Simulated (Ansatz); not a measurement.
Input and command of a calculation in Ansatz (plane waves; scalar-relativistic PAW potentials unless the input names others):

```yaml
crystal:
  lattice:
    - [2.9160122848, 0.0, 0.0]
    - [-1.4580061424, 2.5253407163, 0.0]
    - [0.0, 0.0, 2.8692843373]
  atoms:
    - { symbol: Ta, position: [0.3333333333, 0.6666666667, 0.5] }
    - { symbol: "N", position: [0.0, 0.0, 0.0] }
kpoints:
  mp_grid: { grid: [18, 18, 14] }
hamiltonian:
  xc: pbe
scf:
  occupations: { method: fermi_dirac, width: 0.15 }
output:
  forces: true
  eigenvalues: true
  stress: true
accuracy: low
```

```bash
ansatz run input.yaml --threads 1 --pin off --max-ram 3072MiB --backend cpu --events-out ev --progress --plain --runs-dir out
```

Abridged log:
```
Pseudopotentials: kind: paw
Pseudopotential: Ta, paw, valence charge 13, recommended cutoff 420 eV (normal)
Pseudopotential: N, paw, valence charge 5, recommended cutoff 420 eV (normal)
Functional definition: PBE
Crystal: 2 atoms, lattice volume = 21.129 Å³
Basis set: ecut = 420 eV, 405 PW (Γ), exchange–correlation on 40×40×40 points (8 copies of the dense FFT grid, shifted against one another)
Bands: 13, of which v1, the nominal top of the filled ones, is band 9 counted from 1 (8 counted from 0)
Symmetry: 12 space group operations
Space group: P-6m2 (ITA 187), of the structure as read, at distance tolerance 2.8e-5 Å
k-points: 296 of 4536 (time reversal used)
Initial density: superposition of atomic densities (neutral atoms: chi_scale 0, normalization atom), corrected by the library's trained network
Initial wavefunctions: pseudopotential atomic-orbital guess
Functional: x = pbe(κ = 0.804, μ = 0.21951497), c = pbe(β = 0.06672455)
SCF iter   1: F=—  HF=-10318.504957 eV  |F-HF|=—  |Δ(HF+E_count)|=         —  Δρ=8.27e-3  dr2=6.99e-3  ethr=1.77e-3  ⟨swp⟩=5.3  Hψ=18938  notcnv=0
SCF iter   2: F=—  HF=-10318.506516 eV  |F-HF|=—  |Δ(HF+E_count)|=   1.56e-3  Δρ=5.14e-3  dr2=3.50e-3  ethr=3.88e-5  ⟨swp⟩=2.0  Hψ=7037  notcnv=0
SCF iter   3: F=—  HF=-10318.506651 eV  |F-HF|=—  |Δ(HF+E_count)|=   1.36e-4  Δρ=9.10e-4  dr2=6.48e-5  ethr=1.94e-5  ⟨swp⟩=2.5  Hψ=5875  notcnv=0
SCF iter   4: F=—  HF=-10318.506649 eV  |F-HF|=—  |Δ(HF+E_count)|=   2.08e-6  Δρ=1.39e-4  dr2=2.48e-6  ethr=3.60e-7  ⟨swp⟩=2.0  Hψ=6376  notcnv=0
SCF iter   5: F=—  HF=-10318.506649 eV  |F-HF|=—  |Δ(HF+E_count)|=   4.64e-7  Δρ=2.33e-5  dr2=1.14e-7  ethr=1.38e-8  ⟨swp⟩=2.3  Hψ=5549  notcnv=0
SCF iter   6: F=-10318.506649 eV  HF=-10318.506649 eV  |F-HF|=9.24e-10  |Δ(HF+E_count)|=   1.45e-8  Δρ=5.11e-6  dr2=2.78e-9  ethr=5.56e-10  ⟨swp⟩=4.4  Hψ=13083  notcnv=0
SCF 1 converged in 6 iterations: F = -10318.506649 eV  dr2 = 2.78e-9
SCF converged after 6 iterations
Free energy (F): -10318.506649 eV
Harris-Foulkes:  -10318.506649 eV  (|F-HF|=9.24e-10)
Internal energy: -10318.497506 eV  (E = F + TS)
E sigma→0 (E₀):  -10318.502077 eV
Entropy (-TS):   -0.009143 eV (-4.572 meV/atom)
Fermi energy:    20.727599 eV
--- Forces (eV/Å), atoms counted from 1 ---
  atom   1  Ta     0.00000000     0.00000000     0.00000000
  atom   2  N      0.00000000     0.00000000     0.00000000
--- Stress (GPa, compression-positive) ---
       12.004386       0.000000       0.000000
        0.000000      12.004386       0.000000
        0.000000       0.000000      12.005848
  P = ⅓ Tr σ = 12.0049 GPa (120.049 kbar)
```

Apart from outputs, empty bands and the relaxation, which only the reference makes, the input differs from a reference run on usual settings in accuracy: not typed → "low"; basis.ecutwfc: 420 → not typed. The reference, at the same geometry, ended its own course with pressure 12.01 GPa, largest force 0.000 eV/Å, no gap on the mesh. This run converged in 6 SCF iterations with an energy at zero smearing within 0.01 meV/atom of the reference's, pressure 12.00 GPa, largest force 0.000 eV/Å, no gap on the mesh. Its accuracy level is looser than usual, yet energy, pressure and forces hardly moved.

Time: 3.4 s on 1 thread of Intel(R) Xeon(R) 6975P-C (Granite Rapids), on a shared host, peak memory 0.43 GiB.